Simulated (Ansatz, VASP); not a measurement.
## One calculation of InSb, two programs

Contents of INCAR:

```
SYSTEM = InSb
PREC = Accurate
ENCUT = 520
EDIFF = 1E-6
ISMEAR = 0
SIGMA = 0.1
LREAL = .FALSE.
LASPH = .TRUE.
NELM = 100
ALGO = Normal
ISIF = 2
LWAVE = .FALSE.
LCHARG = .FALSE.
GGA = PS
NBANDS = 16
```

Contents of KPOINTS:

```
Automatic mesh
0
G
  12 12 12
  0 0 0
```

Contents of POSCAR:

```
InSb
1.0
    0.0000000000      3.1676454540      3.1676454540
    3.1676454540      0.0000000000      3.1676454540
    3.1676454540      3.1676454540      0.0000000000
In Sb
1 1
Direct
    0.0000000000      0.0000000000      0.0000000000
    0.7500000000      0.7500000000      0.7500000000
```

Input for Ansatz:

```yaml
crystal:
  lattice:
    - [0.0, 3.167645454, 3.167645454]
    - [3.167645454, 0.0, 3.167645454]
    - [3.167645454, 3.167645454, 0.0]
  atoms:
    - { symbol: In, position: [0.0, 0.0, 0.0] }
    - { symbol: Sb, position: [0.75, 0.75, 0.75] }
basis:
  ecutwfc: 420
kpoints:
  mp_grid: { grid: [12, 12, 12] }
hamiltonian:
  xc: pbesol
scf:
  occupations: { method: gaussian, width: 0.1 }
output:
  forces: true
  stress: true
  eigenvalues: true
```

Alike in both runs: task single point; functional PBEsol; k mesh 12 × 12 × 12; occupations gaussian, width 0.1 eV; no spin polarisation.

|  | VASP | Ansatz |
| --- | --- | --- |
| version | VASP 6.6.1 | Ansatz 0.2.0 |
| potentials or method | VASP PAW PBE potentials, release 64 (In_d, Sb) | scalar-relativistic, plane waves, PAW |
| plane-wave cutoff (eV) | 520 | 420 |
| valence electrons in the cell | 18 | 28 |

Ansatz gave:

```
gap on the k mesh at the Fermi level (eV) : 0.12
least direct gap on the mesh (eV)         : 0.12
pressure (GPa)                            : 4.5
```

Estimate VASP's values.

gap on the k mesh at the Fermi level (eV): 0.13; least direct gap on the mesh (eV): 0.13; pressure (GPa): 4.5.

The functional is the same, so the differences come from potentials, cutoffs and numerics. The two sets of potentials don't hold the same shells in valence.

Caveats: the PAW data sets were made with another functional, which shifts forces and pressure a little (VASP); spin-orbit coupling is left out, which moves the levels of the heavy elements.
